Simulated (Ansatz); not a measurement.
# TiO2: the cost of one run

Method: DFT PBE, scalar-relativistic, plane waves, PAW, in Ansatz 0.2.0.

21 further runs of the same task are left out: 1 for a known fault of the program, 1 that didn't finish, 19 set aside as unsound or not needed.

### Step 1. The system as given

Symmetry: P4_2/mnm, No. 136, tetragonal system. The conventional cell has a = 4.643 Å, b = 4.643 Å, c = 2.964 Å, α = 90.00°, β = 90.00°, γ = 90.00°. Ti (site symmetry mmm) has 6 O at 1.96 to 2.00 Å as nearest neighbours. O (site symmetry m2m) is surrounded by 3 Ti at 1.96 to 2.00 Å.

Coordinates:

```xyz
6
Lattice="4.6434 0.0000 0.0000 0.0000 4.6434 0.0000 0.0000 0.0000 2.9639" Properties=species:S:1:pos:R:3 pbc="T T T"
Ti    0.0000    0.0000    0.0000
Ti    2.3217    2.3217    1.4819
O     1.4167    1.4167    0.0000
O     0.9050    3.7384    1.4819
O     3.2267    3.2267    0.0000
O     3.7384    0.9050    1.4819
```

It is the result of an earlier relaxation at this level (volume 10.65 Å³/atom; gap on the mesh: 1.86 eV).

### Step 2. Plan of the line

The energy is mapped over volume and the cell's shape.

The axes are (1) volume per atom: 7 values from 8.95 to 12.36 Å³; (2) c/a of the conventional cell: 7 values from 0.566 to 0.720.

Nothing else is relaxed (fractional coordinates fixed). Energies count from the relaxed crystal. Points are written as (first, second).

### Step 3. Point (8.95 Å³, 0.589)

Contents of input.yaml:

```yaml
crystal:
  lattice:
    - [4.5002619898, 0.0, 0.0]
    - [0.0, 4.5002619898, 0.0]
    - [0.0, 0.0, 2.650654312]
  atoms:
    - { symbol: Ti, position: [0.0, 0.0, 0.0] }
    - { symbol: Ti, position: [0.5, 0.5, 0.5] }
    - { symbol: O, position: [0.3050970583, 0.3050970583, 0.0] }
    - { symbol: O, position: [0.1949029417, 0.8050970583, 0.5] }
    - { symbol: O, position: [0.6949029417, 0.6949029417, 0.0] }
    - { symbol: O, position: [0.8050970583, 0.1949029417, 0.5] }
basis:
  ecutwfc: 520.0
kpoints:
  mp_grid: { grid: [8, 8, 10] }
hamiltonian:
  xc: pbe
  pseudopotentials: { kind: paw, azcp: { folder: soft_1 } }
scf:
  occupations: { method: gaussian, width: 0.05 }
output:
  forces: true
  stress: true
  eigenvalues: true
  write_density: true
  write_potential: true
  elf: true
  volumetric_format: npy
```

Run with:

```console
$ ansatz run input.yaml --threads 2 --pin off --max-ram 4096MiB --backend cpu --events-out ev --progress --plain --runs-dir out
```

Q: Estimate wall time and peak memory on 2 threads of Arm Neoverse N1, shared host.

About 13 s, with a peak of 0.43 GiB.
